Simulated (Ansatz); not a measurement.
## Point defect: O interstitial in SiO2

All numbers below come from DFT PBE, scalar-relativistic, plane waves, PAW (Ansatz 0.2.0). Run with 420 eV cutoff, 2×2×2 k-mesh, shifted by half a step, Gaussian smearing of 0.01 eV, collinear spin in charge -1 alone.

Host crystal, relaxed:

```cif
data_structure
_symmetry_space_group_name_H-M 'P 1'
_symmetry_Int_Tables_number 1
_cell_length_a 5.0833
_cell_length_b 5.0833
_cell_length_c 7.0989
_cell_angle_alpha 90.000
_cell_angle_beta 90.000
_cell_angle_gamma 90.000
_cell_volume 183.43
loop_
_atom_site_label
_atom_site_type_symbol
_atom_site_fract_x
_atom_site_fract_y
_atom_site_fract_z
_atom_site_occupancy
Si1 Si 0.70606 0.70606 0.50000 1
Si2 Si 0.79394 0.20606 0.75000 1
Si3 Si 0.20606 0.79394 0.25000 1
Si4 Si 0.29394 0.29394 0.00000 1
O1 O 0.90639 0.75885 0.32570 1
O2 O 0.09361 0.24115 0.82570 1
O3 O 0.75885 0.90639 0.67430 1
O4 O 0.25885 0.59361 0.07570 1
O5 O 0.24115 0.09361 0.17430 1
O6 O 0.40639 0.74115 0.42430 1
O7 O 0.59361 0.25885 0.92430 1
O8 O 0.74115 0.40639 0.57570 1
```

Supercell of 48 atoms, rows in host cell vectors: 1 1 -1; -1 1 1; 1 -1 1. Atoms relax at the host's cell, keeping the symmetry that the supercell leaves at the site. The cell is small, so energies carry finite-size errors of tenths of an eV. The host's Kohn–Sham gap is 5.51 eV. Atoms are taken from and returned to the elements' standard states.

Defect: O interstitial at (0.208, 0.750, 0.750) of the host cell.

**Question.** What is the formation energy of the neutral defect?

**Answer.** 2.06 eV.

**Question.** Does the neutral defect carry a moment, and how do its surroundings relax?

**Answer.** The neutral run had no spin polarisation, so a moment wasn't tested. The nearest neighbours before are 1 O at 2.46 Å, 1 O at 2.48 Å, 1 O at 2.52 Å, 1 O at 2.62 Å, 1 O at 2.71 Å; after relaxation the atoms near the site are 1 O at 1.49 Å, 1 Si at 1.67 Å, 1 Si at 2.42 Å, 1 O at 2.45 Å, 1 O at 2.70 Å, 1 O at 2.77 Å, 1 O at 2.92 Å, 1 O at 3.04 Å; the largest move is 1.75 Å.